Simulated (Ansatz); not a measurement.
# Hf (P-1) in Ansatz: convergence with scf convergence dr2 threshold

Aim: find how far scf convergence dr2 threshold must go before the results for Hf settle, at PBE. This setting moves, with any that are tied to it; all else stays.

Everything below comes from runs of Ansatz 0.2.0. Logs are shortened: lines on timing, memory, paths and dates and some standing lists are left out, and cuts for length are marked.

## Step 1: The cell of the first run

The typed cell holds 1 atom: a = 3.098 Å, b = 3.104 Å, c = 3.119 Å, α = 110.43°, β = 109.32°, γ = 107.05°.

This isn't the form of Hf at room conditions, which is hcp.

The cell isn't the ideal one: cell strained at random at fixed volume.

## Step 2: With scf convergence dr2 threshold 0.01

input.yaml reads:

```yaml
crystal:
  lattice:
    - [-1.735385, 1.788095, 1.840338]
    - [1.768404, -1.761063, 1.846325]
    - [1.781798, 1.807476, -1.813306]
  atoms:
    - { symbol: Hf, position: [-0.016525, -0.006803, -0.010409] }
hamiltonian:
  xc: pbe
  pseudopotentials: { kind: nc }
kpoints:
  mp_grid: { grid: [7, 7, 8] }
scf:
  occupations: { method: gaussian, width: 0.05 }
  convergence: { dr2_threshold: 0.01 }
output:
  forces: true
  stress: true
  eigenvalues: true
```

Potentials or basis: Ansatz NC.

On the command line:

```sh
> ansatz run input.yaml --threads 2 --pin off --max-ram 5632MiB --backend cpu --events-out ev --progress --plain --runs-dir out
```

Run time: 11 s. Hardware: 2 threads of Intel Xeon at 2.50GHz (Skylake/Cascade Lake), shared host; peak memory 0.46 GiB.

What came out:

- Free energy: -7239.6645 eV
- Pressure: -4.5 GPa
- Band gap on the k mesh: none (metal or under the smearing width)

## Step 3: With scf convergence dr2 threshold 0.001

Edit input.yaml of step 2 so:

```diff
@@ -14,3 +14,3 @@
   occupations: { method: gaussian, width: 0.05 }
-  convergence: { dr2_threshold: 0.01 }
+  convergence: { dr2_threshold: 0.001 }
 output:
```

Potentials or basis: Ansatz NC.

On the command line:

```sh
> ansatz run input.yaml --threads 2 --pin off --max-ram 5632MiB --backend cpu --events-out ev --progress --plain --runs-dir out
```

Wall time 12 s (2 threads of Intel Xeon at 2.50GHz (Skylake/Cascade Lake), shared host); peak memory 0.46 GiB.

What came out:

```yaml
Free_energy: -7239.6645 eV
Pressure: -4.5 GPa
Band_gap_on_the_k_mesh: none (metal or under the smearing width)
```

## Step 4: With scf convergence dr2 threshold 0.0001

Edit input.yaml of step 3 so:

```diff
@@ -14,3 +14,3 @@
   occupations: { method: gaussian, width: 0.05 }
-  convergence: { dr2_threshold: 0.001 }
+  convergence: { dr2_threshold: 0.0001 }
 output:
```

On the command line:

```sh
> ansatz run input.yaml --threads 2 --pin off --max-ram 5632MiB --backend cpu --events-out ev --progress --plain --runs-dir out
```

Run time: 12 s. Hardware: 2 threads of Intel Xeon at 2.50GHz (Skylake/Cascade Lake), shared host; peak memory 0.46 GiB.

What came out:

```
Free energy            : -7239.6645 eV
Pressure               : -4.5 GPa
Band gap on the k mesh : none (metal or under the smearing width)
```

## Step 5: With scf convergence dr2 threshold 1e-05

Edit input.yaml of step 4 so:

```diff
@@ -14,3 +14,3 @@
   occupations: { method: gaussian, width: 0.05 }
-  convergence: { dr2_threshold: 0.0001 }
+  convergence: { dr2_threshold: 1.0e-05 }
 output:
```

On the command line:

```sh
> ansatz run input.yaml --threads 2 --pin off --max-ram 5632MiB --backend cpu --events-out ev --progress --plain --runs-dir out
```

Run time: 12 s. Hardware: 2 threads of Intel Xeon at 2.50GHz (Skylake/Cascade Lake), shared host; peak memory 0.46 GiB.

What came out:

| Property | Result |
| --- | --- |
| Free energy | -7239.6645 eV |
| Pressure | -4.5 GPa |
| Band gap on the k mesh | none (metal or under the smearing width) |

## Step 6: With scf convergence dr2 threshold 1e-06

Edit input.yaml of step 5 so:

```diff
@@ -14,3 +14,3 @@
   occupations: { method: gaussian, width: 0.05 }
-  convergence: { dr2_threshold: 1.0e-05 }
+  convergence: { dr2_threshold: 1.0e-06 }
 output:
```

Potentials or basis: Ansatz NC.

On the command line:

```sh
> ansatz run input.yaml --threads 2 --pin off --max-ram 5632MiB --backend cpu --events-out ev --progress --plain --runs-dir out
```

It took 12 s on 2 threads of Intel Xeon at 2.50GHz (Skylake/Cascade Lake), shared host; peak memory 0.46 GiB.

Results (log left out):

| Item | Value |
| --- | --- |
| Free energy | -7239.6645 eV |
| Pressure | -4.5 GPa |
| Band gap on the k mesh | none (metal or under the smearing width) |

## Step 7: With scf convergence dr2 threshold 1e-07

Edit input.yaml of step 6 so:

```diff
@@ -14,3 +14,3 @@
   occupations: { method: gaussian, width: 0.05 }
-  convergence: { dr2_threshold: 1.0e-06 }
+  convergence: { dr2_threshold: 1.0e-07 }
 output:
```

On the command line:

```sh
> ansatz run input.yaml --threads 2 --pin off --max-ram 5632MiB --backend cpu --events-out ev --progress --plain --runs-dir out
```

Wall time 12 s (2 threads of Intel Xeon at 2.50GHz (Skylake/Cascade Lake), shared host); peak memory 0.46 GiB.

Results (log left out):

```yaml
Free_energy: -7239.6645 eV
Pressure: -4.5 GPa
Band_gap_on_the_k_mesh: none (metal or under the smearing width)
```

## Step 8: With scf convergence dr2 threshold 1e-09

Edit input.yaml of step 7 so:

```diff
@@ -14,3 +14,3 @@
   occupations: { method: gaussian, width: 0.05 }
-  convergence: { dr2_threshold: 1.0e-07 }
+  convergence: { dr2_threshold: 1.0e-09 }
 output:
```

On the command line:

```sh
> ansatz run input.yaml --threads 2 --pin off --max-ram 5632MiB --backend cpu --events-out ev --progress --plain --runs-dir out
```

It took 13 s on 2 threads of Intel Xeon at 2.50GHz (Skylake/Cascade Lake), shared host; peak memory 0.46 GiB.

It converged, with:

```
Free energy            : -7239.6645 eV
Pressure               : -4.5 GPa
Band gap on the k mesh : none (metal or under the smearing width)
```

## Step 9: With scf convergence dr2 threshold 1e-11

Edit input.yaml of step 8 so:

```diff
@@ -14,3 +14,3 @@
   occupations: { method: gaussian, width: 0.05 }
-  convergence: { dr2_threshold: 1.0e-09 }
+  convergence: { dr2_threshold: 1.0e-11 }
 output:
```

Potentials or basis: Ansatz NC.

On the command line:

```sh
> ansatz run input.yaml --threads 2 --pin off --max-ram 5632MiB --backend cpu --events-out ev --progress --plain --runs-dir out
```

Standard output:

```text
Warning: RAYON_NUM_THREADS=2 ignored (pool sized by the plan → 2); use --threads N
Engine: ansatz 0.2.0, x86_64-unknown-linux-gnu
Pseudopotentials: kind: nc
Pseudopotential: Hf, nc, valence charge 26, recommended cutoff 1143 eV (normal), Hf.nc.azcp
Functional definition: PBE
  parameter kappa = 0.804
  parameter beta = 0.06672455060314922
  exchange = pbe_x(kappa = kappa, mu = beta*pi^2/3)
  correlation = pbe_c(beta = beta)
Crystal: 1 atoms, lattice volume = 23.523 Å³
Basis set: ecut = 1143 eV, 2071 PW (Γ), exchange–correlation on 72×72×72 points (8 copies of the dense FFT grid, shifted against one another)
Bands: 17, of which v1, the nominal top of the filled ones, is band 13 counted from 1 (12 counted from 0)
Symmetry: 2 space group operations
Space group: P-1 (ITA 2), of the structure as read, at distance tolerance 2.9e-5 Å
k-points: 197 of 392
Non-local potential: Hf, projectors of the file, l = 0: 2, l = 1: 2, l = 2: 2, l = 3: 2
Initial density: superposition of atomic densities (chi_scale 0.1, normalization cell)
Initial wavefunctions: pseudopotential atomic-orbital guess
Functional: x = pbe(κ = 0.804, μ = 0.2195149727645171), c = pbe(β = 0.06672455060314922)
SCF iter   1: F=—  HF=-7239.769498 eV  |F-HF|=—  |Δ(HF+E_count)|=         —  Δρ=3.11e-2  dr2=3.17e-1  ethr=3.10e-3  ⟨swp⟩=5.2  Hψ=14864  notcnv=0
preconditioner: auto → Kerker (q_TF=auto, 2.774 Å⁻¹)  [metal: Δε(μ)=0.008 eV  Ē_g=17.851 eV  σ=0.050 eV  W_gap=0.08  n_scr=12 (ndim 8)  ℏωp=37.5 eV  f_vac=0.000  D(μ)=1.81/eV (n_scr^D=18)]
SCF iter   2: F=—  HF=-7239.704624 eV  |F-HF|=—  |Δ(HF+E_count)|=   6.49e-2  Δρ=1.99e-2  dr2=1.30e-1  ethr=1.22e-3  ⟨swp⟩=2.9  Hψ=5971  notcnv=0  defer=35
SCF iter   3: F=—  HF=-7239.664586 eV  |F-HF|=—  |Δ(HF+E_count)|=   4.00e-2  Δρ=3.61e-3  dr2=1.78e-3  ethr=5.01e-4  ⟨swp⟩=3.1  Hψ=7660  notcnv=0  defer=35
SCF iter   4: F=—  HF=-7239.664451 eV  |F-HF|=—  |Δ(HF+E_count)|=   1.35e-4  Δρ=8.49e-4  dr2=4.13e-5  ethr=6.84e-6  ⟨swp⟩=2.5  Hψ=6120  notcnv=0  defer=34
SCF iter   5: F=—  HF=-7239.664459 eV  |F-HF|=—  |Δ(HF+E_count)|=   7.42e-6  Δρ=1.45e-4  dr2=3.12e-6  ethr=1.59e-7  ⟨swp⟩=2.1  Hψ=5965  notcnv=0  defer=34
SCF iter   6: F=—  HF=-7239.664459 eV  |F-HF|=—  |Δ(HF+E_count)|=   9.59e-8  Δρ=2.45e-5  dr2=9.06e-8  ethr=1.20e-8  ⟨swp⟩=2.0  Hψ=5855  notcnv=0  defer=34
SCF iter   7: F=—  HF=-7239.664458 eV  |F-HF|=—  |Δ(HF+E_count)|=   1.93e-7  Δρ=3.17e-6  dr2=1.56e-9  ethr=3.48e-10  ⟨swp⟩=2.0  Hψ=5709  notcnv=0  defer=34
SCF iter   8: F=—  HF=-7239.664458 eV  |F-HF|=—  |Δ(HF+E_count)|=  1.90e-10  Δρ=5.57e-7  dr2=3.85e-11  ethr=5.99e-12  ⟨swp⟩=2.1  Hψ=5874  notcnv=0  defer=34
SCF iter   9: F=-7239.664458 eV  HF=-7239.664458 eV  |F-HF|=2.73e-12  |Δ(HF+E_count)|=  3.64e-12  Δρ=1.05e-7  dr2=2.15e-12  ethr=1.00e-12  ⟨swp⟩=8.8  Hψ=19976  notcnv=0
SCF 1 converged in 9 iterations: F = -7239.664458 eV  dr2 = 2.15e-12
SCF converged after 9 iterations
Free energy (F): -7239.664458 eV
Harris-Foulkes:  -7239.664458 eV  (|F-HF|=2.73e-12)
Internal energy: -7239.661600 eV  (E = F + TS)
E sigma→0 (E₀):  -7239.663029 eV
Entropy (-TS):   -0.002858 eV (-2.858 meV/atom)
Fermi energy:    19.426568 eV
--- Per-component energies (eV) ---
  E_band       = 30.412934
  E_kinetic    = 3786.797394
  E_local      = -5877.282948  (includes V_loc(G=0)·N_el)
  E_nonlocal   = -1276.719423
  E_hartree    = 2056.830289
  E_xc         = -1023.455099
  E_vxc        = -716.042685  (∫ρ·V_xc dr)
  E_ewald      = -4905.831813
  E_smearing   = -0.002858  (= −TS)
  E_closure    = 0.000000  (closes the sum)
  Σ components = -7239.664458   (vs F -7239.664458, Δ=0.00e0)
--- Forces (eV/Å), atoms counted from 1 ---
  atom   1  Hf     0.00000000     0.00000000     0.00000000
  max |Σ_I F_I| component: 0.00e0 eV/Å
--- Stress (GPa, compression-positive) ---
       -5.019098      -2.236012      -0.909371
       -2.236012      -4.584918      -0.582489
       -0.909371      -0.582489      -3.811155
  P = ⅓ Tr σ = -4.4717 GPa (-44.717 kbar)
--- Band table (eV; the first three rows and the last of 197) ---
  k-point 0: bands = ["-42.2859", "-10.5922", "-10.5600", "-10.5548", "7.7718", "7.7764", "7.7800", "7.8380", "7.8417", "7.8448", "7.8601", "12.5615", "20.5967", "20.8838", "21.2188", "23.3122", "23.7971"]
  k-point 1: bands = ["-42.2785", "-10.6839", "-10.5970", "-10.5621", "7.7746", "7.7829", "7.7860", "7.8367", "7.8375", "7.8417", "7.8510", "13.0901", "20.2668", "20.7810", "21.5298", "23.3629", "23.4962"]
  k-point 2: bands = ["-42.2608", "-10.9198", "-10.6745", "-10.5688", "7.7801", "7.7987", "7.7992", "7.8235", "7.8273", "7.8366", "7.8429", "14.4528", "19.5580", "19.9737", "22.9778", "23.4944", "23.6991"]
  k-point 196: bands = ["-42.2417", "-11.1118", "-10.7033", "-10.6562", "7.7898", "7.7984", "7.8022", "7.8121", "7.8324", "7.8352", "7.8385", "16.0765", "19.0172", "19.2058", "23.6878", "23.7769", "25.4403"]
```

Wall time 14 s (2 threads of Intel Xeon at 2.50GHz (Skylake/Cascade Lake), shared host); peak memory 0.46 GiB.

Results:

```yaml
Free_energy: -7239.6645 eV
Pressure: -4.5 GPa
Band_gap_on_the_k_mesh: none (metal or under the smearing width)
```

## Step 10: Result

| scf convergence dr2 threshold | energy less the tightest run, at zero smearing (meV/atom) | SCF cycles | CPU time (s) | peak memory (GiB) |
| --- | --- | --- | --- | --- |
| 0.01 | 0.01 | 4 | 22 | 0.46 |
| 0.001 | 0.01 | 4 | 22 | 0.46 |
| 0.0001 | 0.00 | 5 | 24 | 0.46 |
| 1e-05 | 0.00 | 5 | 23 | 0.46 |
| 1e-06 | 0.00 | 6 | 24 | 0.46 |
| 1e-07 | 0.00 | 6 | 24 | 0.46 |
| 1e-09 | 0.00 | 8 | 25 | 0.46 |
| 1e-11 | 0.00 | 9 | 26 | 0.46 |

Against the tightest run, the energy stays within 1 meV/atom from 0.01 on. The tightest run that finished is the yardstick and may itself not be fully converged.
